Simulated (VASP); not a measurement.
# Rb (Fm-3m) in VASP: single point with PBEsol

Aim: the single point of Rb with PBEsol.

Program: VASP 6.6.1. These are calculated values, not measurements. Logs are shortened: lines on timing, memory, paths and dates and some standing lists are left out, and cuts for length are marked.

## (1) The structure

Symmetry: Fm-3m, No. 225, cubic system. Conventional cell: a = 7.032 Å, b = 7.032 Å, c = 7.032 Å, α = 90.00°, β = 90.00°, γ = 90.00°.

This isn't the form of Rb at room conditions, which is bcc.

## (2) Single point, PBEsol

INCAR reads:

```
SYSTEM = Rb
PREC = Accurate
ENCUT = 520
EDIFF = 1E-7
ISMEAR = 0
SIGMA = 0.15
LREAL = .False.
LASPH = .True.
NELM = 100
ALGO = Fast
ISIF = 2
LWAVE = .False.
LCHARG = .False.
GGA = PS
NBANDS = 16
```

KPOINTS reads:

```
regular mesh
0
Gamma
  10 10 6
  0 0 0
```

POSCAR reads:

```
Rb
1.0
    0.0000000000     -3.5159451254     -3.5159451254
    0.0000000000      3.5159451254     -3.5159451254
    7.0318902508      0.0000000000      0.0000000000
Rb
2
Direct
    0.5000000000      0.5000000000      0.5000000000
    0.0000000000      0.0000000000      0.0000000000
```

Potentials or basis: VASP PAW PBE potentials, release 64 (Rb_sv).

The run is started by

```
> cat potpaw_PBE.64/Rb_sv/POTCAR > POTCAR
> mpirun -np 1 vasp_std > vasp.out
```

OUTCAR:

```text
SYSTEM = Rb
   PREC = Accurate
   ENCUT = 520
   EDIFF = 1E-7
   ISMEAR = 0
   LREAL = .False.
   LASPH = .True.
   NELM = 100
   ISIF = 2
   GGA = PS

 ion  position               nearest neighbor table
   1  0.500  0.500  0.500-   2 4.97   2 4.97   2 4.97   2 4.97   2 4.97   2 4.97   2 4.97   2 4.97

   2  0.000  0.000  0.000-   1 4.97   1 4.97   1 4.97   1 4.97   1 4.97   1 4.97   1 4.97   1 4.97

  LATTYP: Found a simple tetragonal cell.
 ALAT       =     4.9722972809
 C/A-ratio  =     1.4142135624

  Lattice vectors:

 A1 = (   0.0000000000,  -3.5159451254,  -3.5159451254)
 A2 = (   0.0000000000,   3.5159451254,  -3.5159451254)
 A3 = (   7.0318902508,   0.0000000000,   0.0000000000)

Analysis of symmetry for initial positions (statically):
=====================================================================
 Subroutine PRICEL returns following result:

  LATTYP: Found a face centered cubic cell.
 ALAT       =     7.0318902508

  Lattice vectors:

 A1 = (  -3.5159451254,   0.0000000000,   3.5159451254)
 A2 = (  -3.5159451254,  -3.5159451254,   0.0000000000)
 A3 = (  -0.0000000000,  -3.5159451254,   3.5159451254)

   2 primitive cells build up your supercell.

 Routine SETGRP: Setting up the symmetry group for a
 simple tetragonal supercell.

 Subroutine GETGRP returns: Found 16 space group operations
 (whereof 16 operations were pure point group operations)
 out of a pool of 16 trial point group operations.

The static configuration has the point symmetry D_4h.

Analysis of symmetry for dynamics (positions and initial velocities):
=====================================================================
 Subroutine PRICEL returns following result:

  LATTYP: Found a face centered cubic cell.
 ALAT       =     7.0318902508

  Lattice vectors:

 A1 = (  -3.5159451254,   0.0000000000,   3.5159451254)
 A2 = (  -3.5159451254,  -3.5159451254,   0.0000000000)
 A3 = (  -0.0000000000,  -3.5159451254,   3.5159451254)

   2 primitive cells build up your supercell.

 Routine SETGRP: Setting up the symmetry group for a
 simple tetragonal supercell.

 Subroutine GETGRP returns: Found 16 space group operations
 (whereof 16 operations were pure point group operations)
 out of a pool of 16 trial point group operations.

The dynamic configuration has the point symmetry D_4h.

 Subroutine INISYM returns: Found 16 space group operations
 (whereof 16 operations are pure point group operations),
 and found     2 'primitive' translations

----------------------------------------------------------------------------------------

                                     Primitive cell

  volume of cell :      86.9273

  direct lattice vectors                    reciprocal lattice vectors
    -3.515945125  0.000000000  3.515945125    -0.142209273  0.142209273  0.142209273
    -3.515945125 -3.515945125  0.000000000    -0.142209273 -0.142209273 -0.142209273
    -0.000000000 -3.515945125  3.515945125     0.142209273 -0.142209273  0.142209273

  length of vectors
     4.972297281  4.972297281  4.972297281     0.246313686  0.246313686  0.246313686

  position of ions in fractional coordinates (direct lattice)
     0.000000000  0.000000000  0.000000000

  ion indices of the primitive-cell ions
   primitive index   ion index
                 1           1

----------------------------------------------------------------------------------------

 KPOINTS: regular mesh

Automatic generation of k-mesh.
 Grid dimensions read from file:
 generate k-points for:   10   10    6

 Generating k-lattice:

  Cartesian coordinates                     Fractional coordinates (reciprocal lattice)
     0.000000000 -0.014220927 -0.014220927     0.100000000  0.000000000  0.000000000
     0.000000000  0.014220927 -0.014220927     0.000000000  0.100000000  0.000000000
     0.023701545  0.000000000  0.000000000     0.000000000  0.000000000  0.166666667

  Length of vectors
     0.020111428  0.020111428  0.023701545

  Shift w.r.t. Gamma in fractional coordinates (k-lattice)
     0.000000000  0.000000000  0.000000000

 Subroutine IBZKPT returns following result:
 ===========================================

 Found     84 irreducible k-points:

 Following reciprocal coordinates:
            Coordinates               Weight
  0.000000  0.000000  0.000000      1.000000
  0.100000  0.000000  0.000000      4.000000
  0.200000  0.000000  0.000000      4.000000
  0.300000  0.000000  0.000000      4.000000
  0.400000  0.000000  0.000000      4.000000
  0.500000  0.000000  0.000000      2.000000
[... 16 lines left out ...]
  0.100000  0.000000  0.166667      8.000000
  0.200000  0.000000  0.166667      8.000000
 [... further k-points ...]
   k-points           NKPTS =     84   k-points in BZ     NKDIM =     84   number of bands    NBANDS=     16
   number of dos      NEDOS =    301   number of ions     NIONS =      2
   total plane-waves  NPLWV =  86400
   dimension x,y,z NGX =    40 NGY =   40 NGZ =   54
   dimension x,y,z NGXF=    80 NGYF=   80 NGZF=  108
   ions per type =               2
   NGX,Y,Z   is equivalent  to a cutoff of  13.37, 13.37, 12.77 a.u.
   NGXF,Y,Z  is equivalent  to a cutoff of  26.75, 26.75, 25.53 a.u.
 SYSTEM =  Rb
   PREC   = accura    normal or accurate (medium, high low for compatibility)
   ISTART =      0    job   : 0-new  1-cont  2-samecut
   ICHARG =      2    charge: 1-file 2-atom 10-const
   ISPIN  =      1    spin polarized calculation?
   LNONCOLLINEAR =      F non collinear calculations
   LSORBIT =      F    spin-orbit coupling
   LASPH  =      T    aspherical Exc in radial PAW
   ENCUT  =  520.0 eV  38.22 Ry    6.18 a.u.   9.25  9.25 13.07*2*pi/ulx,y,z
   NELM   =    100;   NELMIN=  2; NELMDL= -5     # of ELM steps
   EDIFF  = 0.1E-06   stopping-criterion for ELM
   LREAL  =      F    real-space projection
   EDIFFG = 0.1E-05   stopping-criterion for IOM
   NSW    =      0    number of steps for IOM
   IBRION =     -1    ionic relax: 0-MD 1-quasi-New 2-CG
   NFREE  =      0    steps in history (QN), initial steepest desc. (CG)
   ISIF   =      2    stress and relaxation
   ISYM   =      2    0-nonsym 1-usesym 2-fastsym
   POTIM  = 0.5000    time-step for ionic-motion
   TEBEG  =    0.0;   TEEND  =   0.0 temperature during run
   PSTRESS=    0.0 pullay stress
   NELECT =      18.0000    total number of electrons
   NUPDOWN=      -1.0000    fix difference up-down
   EMIN   =  10.00;   EMAX   =-10.00  energy-range for DOS
   EFERMI =   0.00;   METHOD = LEGACY
   ISMEAR =     0;   SIGMA  =   0.15  broadening in eV -4-tet -1-fermi 0-gaus
   EFERMI_NEDOS =   21; number of points for ismear=-14 and -15
   IALGO  =     68    algorithm
   IMIX   =      4    mixing-type and parameters
     AMIX     =   0.40;   BMIX     =  1.00
     AMIX_MAG =   1.60;   BMIX_MAG =  1.00
  volume/ion in A,a.u.               =      86.93       586.61
  Fermi-wavevector in a.u.,A,eV,Ry     =   0.768724  1.452677  8.040173  0.590936
  Thomas-Fermi vector in A             =   1.869558
   LORBIT       =      0    0 simple, 1 ext, 2 COOP (PROOUT), +10 PAW based schemes
   GGA     = PS    functional components
   LHFCALC =     F    Hartree Fock is set to
   AEXX    =    0.0000 exact exchange contribution
   IVDW    =     0    specifies the selected vdW correction
   LEPSILON=     F    determine dielectric tensor
   LRPA    =     F    only Hartree local field effects (RPA)
 non-spin polarized calculation
 RMM-DIIS sequential band-by-band and
 Gauss-broadening in eV      SIGMA  =   0.15
  energy-cutoff  :      520.00
  volume of cell :      173.85
 maximum number of plane-waves:      4724
 NGX is ok and might be reduce to    40
   NGX = 19   NGY = 19   NGZ = 27

 number of electron      18.0000000 magnetization

 Free energy of the ion-electron system (eV)
  ---------------------------------------------------
  ext. energy  EPLUGINS =         0.00000000
  ---------------------------------------------------
  free energy    TOTEN  =        -2.06106362 eV

  energy without entropy =       -2.04064889  energy(sigma->0) =       -2.05085626

 E-fermi :   0.0440     XC(G=0):  -5.6354

 val. band max:        0.0087975438   @ k =   0.5000   0.0000   0.3333
 cond. band min:       0.0608311068   @ k =   0.5000   0.2000   0.1667
 fundamental gap:      0.0520335630
 Fermi energy:         0.0440037304

 k-point     1 :       0.0000    0.0000    0.0000
  band No.  band energies     occupation
      1     -28.7788      2.00000
      2     -28.7725      2.00000
      3     -12.9273      2.00000
      4     -12.8628      2.00000
      5     -12.8628      2.00000
      6     -12.8222      2.00000
[... 8 lines left out ...]
     15       3.6841      0.00000
     16       4.6761      0.00000

 k-point     2 :       0.1000    0.0000    0.0000
  band No.  band energies     occupation
      1     -28.7785      2.00000
      2     -28.7725      2.00000
      3     -12.9242      2.00000
      4     -12.8675      2.00000
      5     -12.8613      2.00000
      6     -12.8290      2.00000
[... 8 lines left out ...]
     15       3.7316      0.00000
     16       4.1957      0.00000

 k-point     3 :       0.2000    0.0000    0.0000
  band No.  band energies     occupation
      1     -28.7777      2.00000
      2     -28.7725      2.00000
      3     -12.9153      2.00000
      4     -12.8796      2.00000
      5     -12.8572      2.00000
      6     -12.8471      2.00000
[... 8 lines left out ...]
     15       3.8623      0.00000
     16       3.8731      0.00000

 k-point     4 :       0.3000    0.0000    0.0000
  band No.  band energies     occupation
      1     -28.7765      2.00000
      2     -28.7727      2.00000
      3     -12.9019      2.00000
      4     -12.8935      2.00000
      5     -12.8702      2.00000
      6     -12.8511      2.00000
[... 8 lines left out ...]
     15       4.0416      0.00000
     16       4.0530      0.00000

 k-point     5 :       0.4000    0.0000    0.0000
  band No.  band energies     occupation
      1     -28.7752      2.00000
      2     -28.7732      2.00000
      3     -12.9028      2.00000
      4     -12.8906      2.00000
      5     -12.8858      2.00000
      6     -12.8532      2.00000
[... 8 lines left out ...]
     15       3.9051      0.00000
     16       4.0105      0.00000

 k-point     6 :       0.5000    0.0000    0.0000
  band No.  band energies     occupation
      1     -28.7740      2.00000
      2     -28.7740      2.00000
      3     -12.9023      2.00000
      4     -12.9023      2.00000
      5     -12.8690      2.00000
      6     -12.8690      2.00000
[... 8 lines left out ...]
     15       3.8939      0.00000
     16       3.8940      0.00000

 k-point     7 :       0.1000    0.1000    0.0000
  band No.  band energies     occupation
      1     -28.7782      2.00000
      2     -28.7725      2.00000
      3     -12.9212      2.00000
      4     -12.8690      2.00000
      5     -12.8631      2.00000
      6     -12.8328      2.00000
[... 8 lines left out ...]
     15       3.7224      0.00000
     16       3.7225      0.00000

 k-point     8 :       0.2000    0.1000    0.0000
  band No.  band energies     occupation
      1     -28.7774      2.00000
      2     -28.7725      2.00000
      3     -12.9127      2.00000
      4     -12.8800      2.00000
      5     -12.8603      2.00000
      6     -12.8495      2.00000
[... 8 lines left out ...]
     15       3.6846      0.00000
     16       3.8369      0.00000

 k-point     9 :       0.3000    0.1000    0.0000
  band No.  band energies     occupation
      1     -28.7762      2.00000
      2     -28.7727      2.00000
      3     -12.8998      2.00000
      4     -12.8939      2.00000
      5     -12.8720      2.00000
      6     -12.8545      2.00000
[... 8 lines left out ...]
     15       3.3586      0.00000
     16       4.0739      0.00000
[... 172 lines left out ...]
 k-point    19 :       0.4000    0.4000    0.0000
  band No.  band energies     occupation
      1     -28.7731      2.00000
      2     -28.7725      2.00000
      3     -12.9211      2.00000
      4     -12.9178      2.00000
      5     -12.8690      2.00000
      6     -12.8631      2.00000
[... 8 lines left out ...]
     15       3.6925      0.00000
     16       4.4597      0.00000

 k-point    20 :       0.5000    0.4000    0.0000
  band No.  band energies     occupation
      1     -28.7726      2.00000
      2     -28.7726      2.00000
      3     -12.9235      2.00000
      4     -12.9235      2.00000
      5     -12.8634      2.00000
      6     -12.8634      2.00000
[... 8 lines left out ...]
     15       4.2718      0.00000
     16       4.2740      0.00000

 k-point    21 :       0.5000    0.5000    0.0000
  band No.  band energies     occupation
      1     -28.7725      2.00000
      2     -28.7725      2.00000
      3     -12.9272      2.00000
      4     -12.9272      2.00000
      5     -12.8628      2.00000
      6     -12.8628      2.00000
[... 8 lines left out ...]
     15       4.6757      0.00000
     16       4.6761      0.00000

 k-point    22 :       0.0000    0.0000    0.1667
  band No.  band energies     occupation
      1     -28.7784      2.00000
      2     -28.7729      2.00000
      3     -12.9207      2.00000
      4     -12.8601      2.00000
      5     -12.8601      2.00000
      6     -12.8297      2.00000
[... 8 lines left out ...]
     15       3.7106      0.00000
     16       4.5167      0.00000

 k-point    23 :       0.1000    0.0000    0.1667
  band No.  band energies     occupation
      1     -28.7781      2.00000
      2     -28.7729      2.00000
      3     -12.9188      2.00000
      4     -12.8640      2.00000
      5     -12.8587      2.00000
      6     -12.8387      2.00000
[... 8 lines left out ...]
     15       3.7619      0.00000
     16       4.2740      0.00000

 k-point    24 :       0.2000    0.0000    0.1667
  band No.  band energies     occupation
      1     -28.7773      2.00000
      2     -28.7729      2.00000
      3     -12.9147      2.00000
      4     -12.8726      2.00000
      5     -12.8579      2.00000
      6     -12.8550      2.00000
[... 8 lines left out ...]
     15       3.8071      0.00000
     16       4.1407      0.00000

 [... further k-points ...]
[... 5 lines left out ...]
  --------------------------------------------------------------------------------------
  -------------------------------------------------------------------------------------
  Total       -0.0200958     -0.0057270     -0.0057270     -0.0000000      0.0000000     -0.0000000
  in kB       -0.1851951     -0.0527775     -0.0527775     -0.0000000      0.0000000     -0.0000000
  external PRESSURE =      -0.0969167 kB  Pullay stress =       0.0000000 kB

 VOLUME and BASIS-vectors are now :
 -----------------------------------------------------------------------------
  energy-cutoff  :      520.00
  volume of cell :      173.85
      direct lattice vectors                 reciprocal lattice vectors
     0.000000000 -3.515945125 -3.515945125     0.000000000 -0.142209273 -0.142209273
     0.000000000  3.515945125 -3.515945125     0.000000000  0.142209273 -0.142209273
     7.031890251  0.000000000  0.000000000     0.142209273  0.000000000  0.000000000

 POSITION                                       TOTAL-FORCE (eV/Angst)
 -----------------------------------------------------------------------------------
      3.51595      0.00000     -3.51595         0.000000     -0.000000      0.000000
      0.00000      0.00000      0.00000        -0.000000      0.000000     -0.000000
 -----------------------------------------------------------------------------------
    total drift:                               -0.000000      0.000000     -0.000000

  FREE ENERGIE OF THE ION-ELECTRON SYSTEM (eV)
  ---------------------------------------------------
  free  energy   TOTEN  =        -2.0610636197 eV

  energy  without entropy=       -2.0406488910  energy(sigma->0) =       -2.05085626
```

Wall time 3.6 min (1 thread of AMD EPYC 7R43 (Zen 3), shared host); peak memory 0.35 GiB.

Results:

| Property | Result |
| --- | --- |
| Free energy | -2.0611 eV |
| Pressure | 0.0 GPa |
| Band gap on the k mesh | none (metal or under the smearing width) |

Caveat: the PAW data sets were made with another functional, which shifts forces and pressure a little.
